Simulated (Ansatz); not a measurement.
Runs of Ansatz 0.2.0 on ZnSe (Stilleite). The structure is cubic, space group F-43m (No. 216). The conventional cell has a = 5.668 Å, b = 5.668 Å, c = 5.668 Å, α = 90.00°, β = 90.00°, γ = 90.00°. Se (site symmetry -43m) is surrounded by 4 Zn at 2.45 Å. Zn (site symmetry -43m) is surrounded by 4 Se at 2.45 Å. 

```tsv
task	level	cell	k mesh	cutoff (eV)	smearing	basis error allowed	gap on the mesh (eV)	pressure (GPa)
relaxation of cell and atoms	LDA	relaxed	8 × 8 × 8	-	fermi-dirac 0.05 eV	0.001 eV/atom	(a)	0.0
single point	PBE	as given	8 × 8 × 8	311	gaussian 0.021 eV	0.001 eV/atom	1.29	2.1
single point	PBE	as given	8 × 8 × 8	311	gaussian 0.022 eV	0.001 eV/atom	1.29	2.1
single point	PBEsol	as given	8 × 8 × 8	311	gaussian 0.02 eV	0.001 eV/atom	1.17	-1.1
single point	PBE	as given	8 × 8 × 8	311	gaussian 0.027 eV	0.001 eV/atom	1.29	2.1
phonons	PBEsol	as given	6 × 6 × 6	336	fermi-dirac 0.05 eV	0.001 eV/atom	1.17	-
single point	PBE	as given	6 × 6 × 6	286	fermi-dirac 0.03 eV	0.002 eV/atom	1.29	2.1
```

Alike in all rows: potentials or basis all-electron LAPW, scalar-relativistic; no spin polarisation.

Problem. Fill in the values left out.

Solution. (a) 1.25.

A k mesh can miss the band edges, and the runs leave out spin-orbit coupling on Se.
